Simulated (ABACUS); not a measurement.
# PbS (Cmcm) in ABACUS: band structure with PBE

Aim: the band structure of PbS with PBE.

Everything below comes from runs of ABACUS 3.10.1. Logs are shortened: lines on timing, memory, paths and dates and some standing lists are left out, and cuts for length are marked.

## Step 1: Starting point

The structure is orthorhombic, space group Cmcm (No. 63). The conventional cell has a = 4.160 Å, b = 11.983 Å, c = 4.279 Å, α = 90.00°, β = 90.00°, γ = 90.00°. Pb (site symmetry m2m) has 5 S at 2.69 to 2.99 Å as nearest neighbours. Around S (site symmetry m2m) lie 5 Pb at 2.69 to 2.99 Å.

Measurements of this composition are mostly on another form, of space group No. 225.

## Step 2: Band structure, PBE

File INPUT:

```
INPUT_PARAMETERS
suffix              PbS
calculation         nscf
basis_type          lcao
pseudo_dir          ./
orbital_dir         ./
symmetry            -1
dft_functional      pbe
ecutwfc             100.0
pseudo_rcut         10
nspin               1
nbands              30
ks_solver           genelpa
smearing_method     fd
smearing_sigma      0.00367493
scf_thr             1e-07
scf_nmax            100
mixing_type         broyden
mixing_beta         0.7
init_chg            file
out_band            1
```

File STRU:

```
ATOMIC_SPECIES
Pb 207.2000 82_Pb_14_3.0_3.1_pbe_n_v1.0.upf
S 32.0600 16_S_6_1.8_1.9_pbe_n_v1.0.upf

NUMERICAL_ORBITAL
Pb_confined-atom_8au_2s2p2d.orb
S_confined-atom_7au_2s2p1d.orb

LATTICE_CONSTANT
1.8897261246

LATTICE_VECTORS
2.0799526950 -5.9912968650 0.0000000000
2.0799526950 5.9912968650 0.0000000000
0.0000000000 0.0000000000 4.2793209400

ATOMIC_POSITIONS
Direct

Pb
0.0
2
0.1305633500 0.8694366500 0.2500000000 1 1 1
0.8694366500 0.1305633500 0.7500000000 1 1 1

S
0.0
2
0.3547970900 0.6452029100 0.2500000000 1 1 1
0.6452029100 0.3547970900 0.7500000000 1 1 1
```

File KPT:

```
K_POINTS
14
Line
0.00000000 0.00000000 0.00000000 10 // G
0.28013042 0.28013042 0.00000000 10 // X
0.00000000 0.50000000 0.00000000 10 // S
0.00000000 0.50000000 0.50000000 10 // R
0.28013042 0.28013042 0.50000000 10 // A
0.00000000 0.00000000 0.50000000 10 // Z
0.00000000 0.00000000 0.00000000 10 // G
-0.50000000 0.50000000 0.00000000 10 // Y
-0.28013042 0.71986958 0.00000000 10 // X1
-0.28013042 0.71986958 0.50000000 10 // A1
-0.50000000 0.50000000 0.50000000 10 // T
-0.50000000 0.50000000 0.00000000 1 // Y
0.00000000 0.00000000 0.50000000 10 // Z
-0.50000000 0.50000000 0.50000000 1 // T
```

Potentials or basis: SPMS ONCV 1.0 PBE, DZP LCAO (the cutoffs set its grid).

Launch:

```
$ OMP_NUM_THREADS=1 mpirun -np 4 abacus > log
```

running log:

```text
ABACUS v3.10.1

               Atomic-orbital Based Ab-initio Computation at UStc

 ------------------------------------------------------------------------------------

 READING GENERAL INFORMATION
                           global_out_dir = OUT.PbS/
                           global_in_card = INPUT
                               pseudo_dir = ./
[... 8 lines left out ...]

 READING ATOM TYPE 1
                               atom label = Pb
                      L=0, number of zeta = 2
                      L=1, number of zeta = 2
                      L=2, number of zeta = 2
             number of atom for this type = 2

 READING ATOM TYPE 2
                               atom label = S
                      L=0, number of zeta = 2
                      L=1, number of zeta = 2
                      L=2, number of zeta = 1
             number of atom for this type = 2

                        TOTAL ATOM NUMBER = 4
DIRECT COORDINATES
    atom                   x                   y                   z     mag                  vx                  vy                  vz
taud_Pb1            0.1305633500        0.8694366500        0.2500000000  0.0000        0.0000000000        0.0000000000        0.0000000000
taud_Pb2            0.8694366500        0.1305633500        0.7500000000  0.0000        0.0000000000        0.0000000000        0.0000000000
taud_S1            0.3547970900        0.6452029100        0.2500000000  0.0000        0.0000000000        0.0000000000        0.0000000000
taud_S2            0.6452029100        0.3547970900        0.7500000000  0.0000        0.0000000000        0.0000000000        0.0000000000

                          Volume (Bohr^3) = 719.74
                             Volume (A^3) = 106.654

 Lattice vectors: (Cartesian coordinate: in unit of a_0)
             +2.07995             -5.9913                  +0
             +2.07995             +5.9913                  +0
                   +0                  +0            +4.27932
 Reciprocal vectors: (Cartesian coordinate: in unit of 2 pi/a_0)
             +0.24039          -0.0834544                  +0
             +0.24039          +0.0834544                  -0
                   -0                  -0           +0.233682
 The esolver type has been set to : ksdft_lcao

                PAO radial cut off (Bohr) = 10

 Read in pseudopotential file is 82_Pb_14_3.0_3.1_pbe_n_v1.0.upf
                     pseudopotential type = NC
          exchange-correlation functional = PBE
                 nonlocal core correction = 1
                        valence electrons = 14
                                     lmax = 2
                           number of zeta = 3
[... 7 lines left out ...]
                PAO radial cut off (Bohr) = 10

 Read in pseudopotential file is 16_S_6_1.8_1.9_pbe_n_v1.0.upf
                     pseudopotential type = NC
          exchange-correlation functional = PBE
                 nonlocal core correction = 1
                        valence electrons = 6
                                     lmax = 2
                           number of zeta = 2
                     number of projectors = 6
                           L of projector = 0
                           L of projector = 0
                           L of projector = 1
                           L of projector = 1
                           L of projector = 2
                           L of projector = 2
     initial pseudo atomic orbital number = 26

 SETUP THE ELECTRONS NUMBER
            electron number of element Pb = 14
[... 58 lines left out ...]
       6  0.14006521  0.14006521  0.00000000  1.0000
[... 22 lines left out ...]
      29  0.00000000  0.50000000  0.40000000  1.0000
      30  0.00000000  0.50000000  0.45000000  1.0000
[... 92 further k points ...]

           k-point number in this process = 122
       minimum distributed K point number = 122

[... K-POINTS CARTESIAN COORDINATES: 122 rows ...]

[... K-POINTS DIRECT COORDINATES: 122 rows ...]

 SETUP PLANE WAVES FOR WAVE FUNCTIONS
     energy cutoff for wavefunc (unit:Ry) = 100
              fft grid for wave functions = [ 80, 80, 54 ]
                    number of plane waves = 14429
                         number of sticks = 807

 PARALLEL PW FOR WAVE FUNCTIONS
     PROC   COLUMNS(POT)             PW
        1            202           3608
        2            201           3607
        3            203           3607
        4            201           3607
 --------------- sum -------------------
        4            807          14429

 SET NONLOCAL PSEUDOPOTENTIAL PROJECTORS
 SET NONLOCAL PSEUDOPOTENTIAL PROJECTORS
 max number of nonlocal projetors among all species is 6

 -------------------------------------------
 NONSELF-CONSISTENT
 -------------------------------------------

 SETUP SEARCHING RADIUS FOR PROGRAM TO SEARCH ADJACENT ATOMS
                  longest orb rcut (Bohr) = 8
   longest nonlocal projector rcut (Bohr) = 3.14
                     search radius (Bohr) = 22.3
              searching radius is (Bohr)) = 22.3
         searching radius unit is (Bohr)) = 1.89
                         PeriodicBoundary = 1
                        Radius(unit:lat0) = 11.8
                                   glayer = [ 5, 5, 4 ]
                             glayer_minus = [ 4, 4, 3 ]

Find the coordinate range of the input atom(unit:lat0).
                                  min_tau = [ -14.6, -52.4, -11.8 ]
                                  max_tau = [ 18.7, 52.4, 16 ]
                                BoxNumber = [ 9, 9, 7 ]

 SETUP EXTENDED REAL SPACE GRID FOR GRID INTEGRATION
                          real space grid = [ 80, 80, 54 ]
                 big cell numbers in grid = [ 16, 16, 27 ]
             meshcell numbers in big cell = [ 5, 5, 2 ]
                        extended fft grid = [ 18, 18, 27 ]
                dimension of extened grid = [ 53, 53, 82 ]
                            UnitCellTotal = 100
              Atom number in sub-FFT-grid = 4
    Local orbitals number in sub-FFT-grid = 62
                                ParaV.nnr = 29597
                                 init_chg = file
 try to read charge from file
 Read in the charge density: OUT.PbS//PbS-CHARGE-DENSITY.restart

 LCAO ALGORITHM --------------- ION=   1  ELEC=   1--------------------------------
[... levels at 122 k points of this process ...]

 Density error is 0.00000000000
----------------------------------------------------------
     Energy           Rydberg                 eV
----------------------------------------------------------
 E_KohnSham     -295.5711892902      -4021.4523389829
 E_KS(sigma->0) -295.5711892218      -4021.4523380527
 E_Harris       -295.5711892902      -4021.4523389829
 E_band         -6.0375331365        -82.1448525203
 E_one_elec     -49.1715477599       -669.0132290140
 E_Hartree      47.8031788197        650.3956144614
 E_xc           -75.2323059619       -1023.5880347613
 E_Ewald        -218.9705142513      -2979.2466878086
 E_entropy(-TS) -0.0000001367        -0.0000018604
 E_descf        0.0000000000         0.0000000000
 E_exx          0.0000000000         0.0000000000
 E_Fermi        0.6711117376         9.1309436258
----------------------------------------------------------

 charge density convergence is achieved
 final etot is -4021.4523390 eV
 EFERMI = 9.1309436258 eV

 STATE ENERGY(eV) AND OCCUPATIONS    NSPIN == 1
 1/122 kpoint (Cartesian) = 0.0000 0.0000 0.0000 (3010 pws)
       1       -7.92158      0.0163934
       2       -7.81287      0.0163934
       3       -7.80494      0.0163934
       4       -7.78220      0.0163934
       5       -7.75938      0.0163934
       6       -7.74506      0.0163934
[... 182 lines left out ...]
      29        17.3772    3.87727e-74
      30        18.0060    1.33835e-79

[... levels at 116 further k points ...]

 --------------------------------------------
 !FINAL_ETOT_IS -4021.452338982913 eV
 --------------------------------------------

 Output bands in file: OUT.PbS/BANDS_1.dat
```

stdout:

```text
ABACUS
v3.10.1

               Atomic-orbital Based Ab-initio Computation at UStc

[... 18 lines left out ...]
 ---------------------------------------------------------
 Initial plane wave basis and FFT box
 ---------------------------------------------------------
 -------------------------------------------
 NONSELF-CONSISTENT :
 -------------------------------------------
 START CHARGE      : file
 ITER       ETOT/eV          EDIFF/eV         DRHO     TIME/s
 GE1     -4.02145234e+03   0.00000000e+00   0.0000e+00   0.57
```

It took 1.5 s on 4 MPI ranks of Intel Xeon Platinum 8488C (Sapphire Rapids), shared host; peak memory 0.48 GiB.

Results:

```yaml
Band_gap_along_the_path: 1.07 eV, indirect (least direct gap 1.21 eV)
```

Levels at the corners of the path, in eV from the Fermi level:
| point | band 16 | band 17 | band 18 | band 19 | band 20 | band 21 | band 22 | band 23 | band 24 | band 25 |
| --- | --- | --- | --- | --- | --- | --- | --- | --- | --- | --- |
| Γ | -3.49 | -2.93 | -2.19 | -2.00 | -1.03 | 4.13 | 4.32 | 4.36 | 5.09 | 5.26 |
| X | -1.93 | -1.92 | -1.79 | -1.21 | -0.80 | 1.12 | 1.27 | 1.50 | 2.14 | 2.87 |
| S | -2.59 | -1.91 | -1.73 | -0.94 | -0.91 | 1.27 | 1.33 | 1.63 | 2.38 | 2.56 |
| R | -4.88 | -3.68 | -3.68 | -1.99 | -1.99 | 2.85 | 2.85 | 4.79 | 4.79 | 6.00 |
| A | -4.90 | -3.34 | -3.34 | -2.01 | -2.01 | 2.69 | 2.69 | 5.21 | 5.21 | 5.93 |
| Z | -3.31 | -1.68 | -1.68 | -0.68 | -0.68 | 1.31 | 1.31 | 2.19 | 2.19 | 4.51 |
| Γ | -3.49 | -2.93 | -2.19 | -2.00 | -1.03 | 4.13 | 4.32 | 4.36 | 5.09 | 5.26 |
| Y | -3.17 | -2.51 | -2.40 | -1.83 | -1.00 | 0.55 | 3.95 | 4.44 | 4.54 | 4.98 |
| X1 | -1.93 | -1.92 | -1.79 | -1.21 | -0.80 | 1.12 | 1.27 | 1.50 | 2.14 | 2.87 |
| A1 | -4.90 | -3.34 | -3.34 | -2.01 | -2.01 | 2.69 | 2.69 | 5.21 | 5.21 | 5.93 |
| T | -1.78 | -1.77 | -1.77 | -1.02 | -1.02 | 1.12 | 1.12 | 2.60 | 2.60 | 2.93 |
| Y | -3.17 | -2.51 | -2.40 | -1.83 | -1.00 | 0.55 | 3.95 | 4.44 | 4.54 | 4.98 |
| Z | -3.31 | -1.68 | -1.68 | -0.68 | -0.68 | 1.31 | 1.31 | 2.19 | 2.19 | 4.51 |
| T | -1.78 | -1.77 | -1.77 | -1.02 | -1.02 | 1.12 | 1.12 | 2.60 | 2.60 | 2.93 |

Caveat: the atomic orbitals were generated for these runs and aren't a published set; the density is read from an earlier self-consistent run, whose mesh may be coarse; spin-orbit coupling is left out, which moves the levels of the heavy elements; the basis of atomic orbitals isn't converged, which shifts pressures, moduli and gaps.
